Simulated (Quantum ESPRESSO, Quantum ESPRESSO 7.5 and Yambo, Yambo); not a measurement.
**Quasiparticle gap of CdS (Hawleyite) in Yambo**

Aim: the G0W0 gap of CdS (Hawleyite) on PBE, step by step.

Main program and level: Quantum ESPRESSO 7.5 and Yambo 5.3.0; PBE and many-body steps on it, plane waves.

**What was measured.**

- Gap 2.42 eV: optical gap from inflexion point of photoacoustic spectrum, as-grown film; photoacoustic spectroscopy; film (as-grown chemical bath deposited film, about 0.25 um thick, deposited at 80 C) (“Study of the band--gap shift in CdS films: Influence of thermal annealing in different atmospheres”, 1995, arxiv:cond-mat/9501125).

### Step 1. Set-up

It takes space group F-43m (No. 216, cubic). The conventional cell has a = 5.833 Å, b = 5.833 Å, c = 5.833 Å, α = 90.00°, β = 90.00°, γ = 90.00°. Cd has 4 S at 2.53 Å nearest. S has 4 Cd at 2.53 Å nearest. Farther neighbours and most contacts between anions are not listed.

The cell and positions come from the Crystallography Open Database and are kept as given unless a step says otherwise.

### Step 2. Ground state

This step: Quantum ESPRESSO 7.5; DFT, PBE, plane waves, norm-conserving pseudopotentials.

The ground-state density comes first.

File pw.in:

```
&control
  calculation = 'scf'
  prefix = 'x'
  outdir = 'o'
  pseudo_dir = 'pseudo'
/
&system
  ibrav = 0
  nat = 2
  ntyp = 2
  ecutwfc = 94.0
  nbnd = 18
  force_symmorphic = .true.
/
&electrons
  conv_thr = 1e-10
  electron_maxstep = 80
  mixing_beta = 0.5
/
ATOMIC_SPECIES
  Cd 112.41 Cd.upf
  S 32.06 S.upf
CELL_PARAMETERS angstrom
  -0.0000000000 2.9165000000 2.9165000000
  2.9165000000 -0.0000000000 2.9165000000
  2.9165000000 2.9165000000 -0.0000000000
ATOMIC_POSITIONS crystal
  Cd 0.0000000000 0.0000000000 0.0000000000
  S 0.2500000000 0.2500000000 0.2500000000
K_POINTS automatic
  6 6 6 0 0 0
```

On the command line:

```console
OMP_NUM_THREADS=1 mpirun -n 4 pw.x -nk 4 -in pw.in > pw.out
```

The log of the run:

```text
Program PWSCF v.7.5 starts

     This program is part of the open-source Quantum ESPRESSO suite
     for quantum simulation of materials; please cite
         "P. Giannozzi et al., J. Phys.:Condens. Matter 21 395502 (2009);
         "P. Giannozzi et al., J. Phys.:Condens. Matter 29 465901 (2017);
         "P. Giannozzi et al., J. Chem. Phys. 152 154105 (2020);
     in publications or presentations arising from this work. More details at
     Message from routine setup:
     using ibrav=0 with symmetry is DISCOURAGED, use correct ibrav instead

     G-vector sticks info

     bravais-lattice index     =            0
     lattice parameter (alat)  =       7.7943  a.u.
     unit-cell volume          =     334.8209 (a.u.)^3
     number of atoms/cell      =            2
     number of atomic types    =            2
     number of electrons       =        26.00
     number of Kohn-Sham states=           18
     kinetic-energy cutoff     =      94.0000  Ry
     charge density cutoff     =     376.0000  Ry
     scf convergence threshold =      1.0E-10
     mixing beta               =       0.5000
     number of iterations used =            8  plain     mixing
     Exchange-correlation= PBE
                           (   1   4   3   4   0   0   0)

     celldm(1)=   7.794277  celldm(2)=   0.000000  celldm(3)=   0.000000
     celldm(4)=   0.000000  celldm(5)=   0.000000  celldm(6)=   0.000000

     crystal axes: (cart. coord. in units of alat)
               a(1) = (  -0.000000   0.707107   0.707107 )
               a(2) = (   0.707107  -0.000000   0.707107 )
               a(3) = (   0.707107   0.707107  -0.000000 )

     reciprocal axes: (cart. coord. in units 2 pi/alat)
               b(1) = ( -0.707107  0.707107  0.707107 )
               b(2) = (  0.707107 -0.707107  0.707107 )
               b(3) = (  0.707107  0.707107 -0.707107 )
     Pseudo is Norm-conserving + core correction, Zval = 20.0
     Generated using ONCVPSP code by D. R. Hamann
     Using radial grid of 1368 points,  6 beta functions with:
     Pseudo is Norm-conserving + core correction, Zval =  6.0
     Generated using ONCVPSP code by D. R. Hamann
     Using radial grid of 1146 points,  6 beta functions with:
     Cd               20.00   112.41000     Cd( 1.00)
     S                 6.00    32.06000     S ( 1.00)

     24 Sym. Ops. (no inversion) found

   Cartesian axes

     site n.     atom                  positions (alat units)
         1        Cd     tau(   1) = (   0.0000000   0.0000000   0.0000000  )
         2        S      tau(   2) = (   0.3535534   0.3535534   0.3535534  )

     number of k points=    16
                       cart. coord. in units 2pi/alat
        k(    1) = (   0.0000000   0.0000000   0.0000000), wk =   0.0092593
        k(    2) = (   0.1178511   0.1178511  -0.1178511), wk =   0.0740741
        k(    3) = (   0.2357023   0.2357023  -0.2357023), wk =   0.0740741
        k(    4) = (  -0.3535534  -0.3535534   0.3535534), wk =   0.0370370
        k(    5) = (   0.2357023   0.0000000  -0.0000000), wk =   0.0555556
        k(    6) = (   0.3535534   0.1178511  -0.1178511), wk =   0.2222222
        k(    7) = (  -0.2357023  -0.4714045   0.4714045), wk =   0.2222222
        k(    8) = (  -0.1178511  -0.3535534   0.3535534), wk =   0.2222222
        k(    9) = (   0.0000000  -0.2357023   0.2357023), wk =   0.1111111
        k(   10) = (   0.4714045   0.0000000  -0.0000000), wk =   0.0555556
     [... 4 further rows ...]
        k(   15) = (  -0.1178511  -0.3535534   0.5892557), wk =   0.2222222
        k(   16) = (  -0.7071068   0.2357023   0.0000000), wk =   0.1111111

     Dense  grid:    41151 G-vectors     FFT dimensions: (  50,  50,  50)

     Initial potential from superposition of free atoms

     starting charge      25.9997, renormalised to      26.0000
     Starting wfcs are   14 randomized atomic wfcs +    4 random wfcs

     per-process dynamical memory:    35.3 Mb

     Self-consistent Calculation

     iteration #  1     ecut=    94.00 Ry     beta= 0.50

     Threshold (ethr) on eigenvalues was too large:
     Diagonalizing with lowered threshold

     total energy              =    -372.79997454 Ry
     estimated scf accuracy    <       0.12501800 Ry

     iteration #  2     ecut=    94.00 Ry     beta= 0.50

     total energy              =    -372.83205511 Ry
     estimated scf accuracy    <       0.01169650 Ry

     iteration #  3     ecut=    94.00 Ry     beta= 0.50

     total energy              =    -372.83385169 Ry
     estimated scf accuracy    <       0.00115327 Ry

     iteration #  4     ecut=    94.00 Ry     beta= 0.50

     total energy              =    -372.83393484 Ry
     estimated scf accuracy    <       0.00004889 Ry

     iteration #  5     ecut=    94.00 Ry     beta= 0.50

     total energy              =    -372.83394347 Ry
     estimated scf accuracy    <       0.00000207 Ry

     iteration #  6     ecut=    94.00 Ry     beta= 0.50

     total energy              =    -372.83394403 Ry
     estimated scf accuracy    <       0.00000019 Ry

     iteration #  7     ecut=    94.00 Ry     beta= 0.50

     total energy              =    -372.83394409 Ry
     estimated scf accuracy    <       0.00000009 Ry

     iteration #  8     ecut=    94.00 Ry     beta= 0.50

     total energy              =    -372.83394412 Ry
     estimated scf accuracy    <          6.5E-09 Ry

     iteration #  9     ecut=    94.00 Ry     beta= 0.50

     total energy              =    -372.83394412 Ry
     estimated scf accuracy    <          3.0E-09 Ry

     iteration # 10     ecut=    94.00 Ry     beta= 0.50

     End of self-consistent calculation

          k = 0.0000 0.0000 0.0000 (  5065 PWs)   bands (ev):

   -94.3754 -55.4395 -55.4395 -55.4395  -5.3823  -0.7406  -0.7406  -0.7406
    -0.2616  -0.2616   6.9820   6.9820   6.9820   8.1268  13.5132  13.5132
    13.5132  18.3635

          k = 0.1179 0.1179-0.1179 (  5101 PWs)   bands (ev):

   -94.3755 -55.4396 -55.4395 -55.4395  -5.2758  -0.7029  -0.7029  -0.6409
    -0.2624  -0.2624   5.4756   6.7776   6.7776   9.2894  13.1739  13.8285
    13.8285  17.6039

          k = 0.2357 0.2357-0.2357 (  5135 PWs)   bands (ev):

   -94.3755 -55.4400 -55.4396 -55.4396  -5.0615  -0.6415  -0.6415  -0.2701
    -0.2449  -0.2449   3.5827   6.4053   6.4053   9.9595  13.6990  14.0554
    14.0554  17.9979

          k =-0.3536-0.3536 0.3536 (  5168 PWs)   bands (ev):

     [... further k-points ...]

     highest occupied, lowest unoccupied level (ev):     6.9820    8.1268

!    total energy              =    -372.83394412 Ry
     estimated scf accuracy    <          8.5E-11 Ry

     The total energy is the sum of the following terms:
     one-electron contribution =    -249.52342355 Ry
     hartree contribution      =     130.35024927 Ry
     xc contribution           =     -54.84831135 Ry
     ewald contribution        =    -198.81245849 Ry

     convergence has been achieved in  10 iterations

     XML data file, charge density, pseudopotentials, collected wavefunctions

=------------------------------------------------------------------------------=
   JOB DONE.
=------------------------------------------------------------------------------=
```

Elapsed: 7.5 s, on 4 MPI ranks of Arm Neoverse V2, shared host; peak memory 0.29 GiB; 30 s of CPU time.

This step gave:

- total energy: -5072.6642 eV
- gap: 1.145 eV
- k of the valence top: 0, 0, 0
- k of the conduction bottom: 0, 0, 0
- least direct gap: 1.145 eV

The gap is direct, at Γ.

### Step 3. Bands along the symmetry lines

Levels along a band path, at the cheap level, show where the edges lie and whether the meshes to come will hold them.

File pw.in:

```
&control
  calculation = 'bands'
  prefix = 'x'
  outdir = 'o'
  pseudo_dir = 'pseudo'
/
&system
  ibrav = 0
  nat = 2
  ntyp = 2
  ecutwfc = 94.0
  nbnd = 19
  force_symmorphic = .true.
/
&electrons
  conv_thr = 1e-9
  electron_maxstep = 80
  diago_full_acc = .true.
  diago_thr_init = 5e-6
/
ATOMIC_SPECIES
  Cd 112.41 Cd.upf
  S 32.06 S.upf
CELL_PARAMETERS angstrom
  -0.0000000000 2.9165000000 2.9165000000
  2.9165000000 -0.0000000000 2.9165000000
  2.9165000000 2.9165000000 -0.0000000000
ATOMIC_POSITIONS crystal
  Cd 0.0000000000 0.0000000000 0.0000000000
  S 0.2500000000 0.2500000000 0.2500000000
K_POINTS crystal
  50
  0.00000000 0.00000000 0.00000000 1
  -0.06250000 -0.06250000 0.00000000 1
  -0.12500000 -0.12500000 0.00000000 1
  -0.18750000 -0.18750000 0.00000000 1
  -0.25000000 -0.25000000 0.00000000 1
  -0.31250000 -0.31250000 0.00000000 1
  -0.37500000 -0.37500000 0.00000000 1
  -0.43750000 -0.43750000 0.00000000 1
  -0.50000000 -0.50000000 0.00000000 1
  -0.48437500 -0.48437500 0.03125000 1
  -0.46875000 -0.46875000 0.06250000 1
  -0.45312500 -0.45312500 0.09375000 1
  -0.43750000 -0.43750000 0.12500000 1
  -0.42187500 -0.42187500 0.15625000 1
  -0.40625000 -0.40625000 0.18750000 1
  -0.39062500 -0.39062500 0.21875000 1
  -0.37500000 -0.37500000 0.25000000 1
  -0.37500000 0.00000000 0.37500000 1
  -0.32812500 0.00000000 0.32812500 1
  -0.28125000 0.00000000 0.28125000 1
  -0.23437500 0.00000000 0.23437500 1
  -0.18750000 0.00000000 0.18750000 1
  -0.14062500 0.00000000 0.14062500 1
  -0.09375000 0.00000000 0.09375000 1
  -0.04687500 0.00000000 0.04687500 1
  0.00000000 0.00000000 0.00000000 1
  0.00000000 0.00000000 0.06250000 1
  0.00000000 0.00000000 0.12500000 1
  0.00000000 0.00000000 0.18750000 1
  0.00000000 0.00000000 0.25000000 1
  0.00000000 0.00000000 0.31250000 1
  0.00000000 0.00000000 0.37500000 1
  0.00000000 0.00000000 0.43750000 1
  0.00000000 0.00000000 0.50000000 1
  -0.06250000 -0.03125000 0.46875000 1
  -0.12500000 -0.06250000 0.43750000 1
  -0.18750000 -0.09375000 0.40625000 1
  -0.25000000 -0.12500000 0.37500000 1
  -0.31250000 -0.15625000 0.34375000 1
  -0.37500000 -0.18750000 0.31250000 1
  -0.43750000 -0.21875000 0.28125000 1
  -0.50000000 -0.25000000 0.25000000 1
  -0.50000000 -0.28125000 0.21875000 1
  -0.50000000 -0.31250000 0.18750000 1
  -0.50000000 -0.34375000 0.15625000 1
  -0.50000000 -0.37500000 0.12500000 1
  -0.50000000 -0.40625000 0.09375000 1
  -0.50000000 -0.43750000 0.06250000 1
  -0.50000000 -0.46875000 0.03125000 1
  -0.50000000 -0.50000000 0.00000000 1
```

The log of the run:

```text
[banner, memory and clock lines left out]
Program PWSCF v.7.5 starts

     Atomic positions and unit cell read from directory:
     o/x.save/

     Message from routine setup:
     using ibrav=0 with symmetry is DISCOURAGED, use correct ibrav instead

     G-vector sticks info

     bravais-lattice index     =            0
     lattice parameter (alat)  =       7.7943  a.u.
     unit-cell volume          =     334.8209 (a.u.)^3
     number of atoms/cell      =            2
     number of atomic types    =            2
     number of electrons       =        26.00
     number of Kohn-Sham states=           19
     kinetic-energy cutoff     =      94.0000  Ry
     charge density cutoff     =     376.0000  Ry
     Exchange-correlation= PBE
                           (   1   4   3   4   0   0   0)

     celldm(1)=   7.794277  celldm(2)=   0.000000  celldm(3)=   0.000000
     celldm(4)=   0.000000  celldm(5)=   0.000000  celldm(6)=   0.000000

     crystal axes: (cart. coord. in units of alat)
               a(1) = (  -0.000000   0.707107   0.707107 )
               a(2) = (   0.707107  -0.000000   0.707107 )
               a(3) = (   0.707107   0.707107  -0.000000 )

     reciprocal axes: (cart. coord. in units 2 pi/alat)
               b(1) = ( -0.707107  0.707107  0.707107 )
               b(2) = (  0.707107 -0.707107  0.707107 )
               b(3) = (  0.707107  0.707107 -0.707107 )
     Pseudo is Norm-conserving + core correction, Zval = 20.0
     Generated using ONCVPSP code by D. R. Hamann
     Using radial grid of 1368 points,  6 beta functions with:
     Pseudo is Norm-conserving + core correction, Zval =  6.0
     Generated using ONCVPSP code by D. R. Hamann
     Using radial grid of 1146 points,  6 beta functions with:
     Cd               20.00   112.41000     Cd( 1.00)
     S                 6.00    32.06000     S ( 1.00)

     24 Sym. Ops. (no inversion) found

   Cartesian axes

     site n.     atom                  positions (alat units)
         1        Cd     tau(   1) = (   0.0000000   0.0000000   0.0000000  )
         2        S      tau(   2) = (   0.3535534   0.3535534   0.3535534  )

     number of k points=    50
                       cart. coord. in units 2pi/alat
        k(    1) = (   0.0000000   0.0000000   0.0000000), wk =   0.0400000
        k(    2) = (   0.0000000   0.0000000  -0.0883883), wk =   0.0400000
        k(    3) = (   0.0000000   0.0000000  -0.1767767), wk =   0.0400000
[...]
[... 38 further rows ...]
        k(   49) = (   0.0441942  -0.0000000  -0.7071068), wk =   0.0400000
        k(   50) = (   0.0000000   0.0000000  -0.7071068), wk =   0.0400000

     Dense  grid:    41151 G-vectors     FFT dimensions: (  50,  50,  50)

     The potential is recalculated from file :
     o/x.save/charge-density

     Starting wfcs are   14 randomized atomic wfcs +    5 random wfcs

     Band Structure Calculation

     End of band structure calculation

          k = 0.0000 0.0000 0.0000 (  5065 PWs)   bands (ev):

   -94.3756 -55.4396 -55.4396 -55.4396  -5.3823  -0.7407  -0.7407  -0.7407
    -0.2617  -0.2617   6.9821   6.9821   6.9821   8.1268  13.5132  13.5133
    13.5133  18.3635  18.3637

          k = 0.0000 0.0000-0.0884 (  5101 PWs)   bands (ev):

   -94.3756 -55.4397 -55.4396 -55.4396  -5.3608  -0.7303  -0.7294  -0.7294
[...]
13.6301  17.7952  18.3848

          k = 0.0000 0.0000-0.1768 (  5109 PWs)   bands (ev):

[...]
13.9615  16.8013  18.4471

          k =-0.0000 0.0000-0.2652 (  5117 PWs)   bands (ev):

[...]
k = 0.0000 0.0000-0.3536 (  5105 PWs)   bands (ev):

[...]
k = 0.0000-0.0000-0.4419 (  5149 PWs)   bands (ev):

[...]
k =-0.0000 0.0000-0.5303 (  5157 PWs)   bands (ev):

[...]
k = 0.0000-0.0000-0.6187 (  5161 PWs)   bands (ev):

[...]
k = 0.5303-0.0000-0.5303 (  5174 PWs)   bands (ev):

[...]
k = 0.0000 0.0000 0.0000 (  5065 PWs)   bands (ev):

[...]
k = 0.1326 0.0000-0.7071 (  5162 PWs)   bands (ev):

[...]
k = 0.0884-0.0000-0.7071 (  5158 PWs)   bands (ev):

[...]
k = 0.0442-0.0000-0.7071 (  5146 PWs)   bands (ev):

[...]
17.5480  17.7680  19.1993

          k = 0.0000 0.0000-0.7071 (  5138 PWs)   bands (ev):

   -94.3756 -55.4403 -55.4399 -55.4399  -4.8230  -0.5275  -0.3917  -0.3917
    -0.1747   0.1830   3.0356   5.1070   5.1070  10.5405  11.3369  16.1804
    17.7552  17.7552  19.0782

     XML data file, pseudopotentials, collected wavefunctions
```

The job ended after 6.5 s (4 MPI ranks; peak memory 0.25 GiB).

Numbers from this step:

```yaml
gap: 1.145 eV
k_of_the_valence_top: 0, 0, 0
k_of_the_conduction_bottom: 0, 0, 0
least_direct_gap: 1.145 eV
```

The gap is 1.145 eV, as in the run before at this level.

Electronic bands along the path, in eV, zero at the top of the highest filled band:

```tsv
point	band 10	band 11	band 12	band 13	band 14	band 15	band 16	band 17
Γ	-7.24	0.00	0.00	0.00	1.14	6.53	6.53	6.53
halfway	-7.20	-2.31	-1.02	-1.02	3.59	4.82	8.12	8.12
X	-6.80	-3.95	-1.88	-1.88	3.56	4.35	9.20	10.77
halfway	-6.74	-3.94	-2.15	-1.78	3.85	4.66	8.94	10.01
U	-6.67	-3.93	-2.53	-1.52	4.24	5.45	8.48	9.01
jump to K	-6.67	-3.93	-2.53	-1.52	4.24	5.45	8.48	9.01
halfway	-7.19	-2.75	-1.36	-0.42	3.61	6.10	6.75	7.27
Γ	-7.24	0.00	0.00	0.00	1.14	6.53	6.53	6.53
halfway	-7.24	-2.49	-0.40	-0.40	2.78	6.28	7.03	7.03
L	-6.86	-4.39	-0.75	-0.75	3.01	7.00	7.00	7.46
halfway	-6.75	-4.11	-1.93	-1.22	4.38	5.81	7.21	8.35
W	-6.61	-3.89	-2.26	-2.18	5.42	5.43	7.23	8.04
halfway	-6.70	-3.92	-2.08	-2.03	4.26	4.83	8.67	8.94
X	-6.80	-3.95	-1.88	-1.88	3.56	4.35	9.20	10.77
```

(Continued in part 2 of 2.)

[Paths, hosts, dates, memory and timing lines, banners, echoed tables and standing remarks are left out of the program output.]

[Logs are printed without paths, hosts, clocks, repeated set-up lines and the standing remarks that a program may print on its own settings, such as how far it seeks lower states.]

[Runs of the session that timed out or met a known fault of the program may be left out.]

[Hosts, paths, dates, database ids (printed as entryN), source tags and the programs' standing remarks are cut or masked in the printed files.]
